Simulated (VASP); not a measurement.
**BaS: band structure with PBE**

**The experiment to reproduce.**

From a printed reference work, monograph, original work of 1988, for a bulk crystal of BaS at 2 K: band gap 3.806 eV (indirect).

Crystal: BaS.

```
CELL_PARAMETERS angstrom
0.00000 3.19375 3.19375
3.19375 0.00000 3.19375
3.19375 3.19375 0.00000
ATOMIC_POSITIONS crystal
Ba 0.00000 0.00000 0.00000
S 0.50000 0.50000 0.50000
```

```json
{
  "Program": "VASP 6.6.1",
  "Task": "band structure",
  "Functional": "PBE",
  "Potentials or basis": "VASP PAW PBE potentials, release 64 (Ba_sv, S)",
  "Cutoff": "500 eV",
  "k mesh": "7 × 7 × 7",
  "Occupations": "fermi-dirac, width 0.05 eV",
  "Spin": "no spin polarisation",
  "Further INCAR settings": "ALGO = Normal; EDIFF = 1e-06; NBANDS = 15"
}
```

```yaml
Band_gap_on_the_k_mesh: 2.17 eV, indirect (least direct gap 2.31 eV)
Band_gap_along_the_path: 2.11 eV, indirect (least direct gap 2.24 eV)
```

Levels at the corners of the path, in eV from the valence-band top:
```csv
point,band 5,band 6,band 7,band 8,band 9,band 10,band 11,band 12
Γ,-10.36,0.00,0.00,0.00,3.60,3.87,3.87,3.87
X,-10.27,-0.52,-0.14,-0.14,2.11,5.93,6.03,7.49
X,-10.27,-0.52,-0.14,-0.14,2.11,5.93,6.03,7.49
W,-9.73,-1.12,-0.49,-0.49,4.29,4.29,6.30,6.88
W,-9.73,-1.12,-0.49,-0.49,4.29,4.29,6.30,6.88
K,-9.77,-0.95,-0.61,-0.54,3.29,5.96,6.60,6.76
K,-9.77,-0.95,-0.61,-0.54,3.29,5.96,6.60,6.76
Γ,-10.36,0.00,0.00,0.00,3.60,3.87,3.87,3.87
Γ,-10.36,0.00,0.00,0.00,3.60,3.87,3.87,3.87
L,-9.12,-1.94,-1.09,-1.09,5.54,5.69,6.31,6.31
L,-9.12,-1.94,-1.09,-1.09,5.54,5.69,6.31,6.31
U,-9.77,-0.95,-0.61,-0.54,3.29,5.96,6.60,6.76
U,-9.77,-0.95,-0.61,-0.54,3.29,5.96,6.60,6.76
W,-9.73,-1.12,-0.49,-0.49,4.29,4.29,6.30,6.88
W,-9.73,-1.12,-0.49,-0.49,4.29,4.29,6.30,6.88
L,-9.12,-1.94,-1.09,-1.09,5.54,5.69,6.31,6.31
L,-9.12,-1.94,-1.09,-1.09,5.54,5.69,6.31,6.31
K,-9.77,-0.95,-0.61,-0.54,3.29,5.96,6.60,6.76
U,-9.77,-0.95,-0.61,-0.54,3.29,5.96,6.60,6.76
X,-10.27,-0.52,-0.14,-0.14,2.11,5.93,6.03,7.49
```

Run time: 39 s on 1 thread of Intel(R) Xeon(R) 6975P-C (Granite Rapids), with other jobs on the host, peak memory 0.28 GiB.

A measured gap of BaS is 3.806 eV (indirect; 2 K; a printed reference work, monograph, original work of 1988); the calculated 2.11 eV misses it by -1.70 eV. Spin-orbit coupling on Ba is left out. The value is that of PBE, without temperature or zero-point motion. Semilocal functionals fall short of measured gaps as a rule.

Caveat: the log is that of the step along the path at fixed density, whose energy, stress, charges and moments have no meaning; spin-orbit coupling is left out, which moves the levels of the heavy elements.
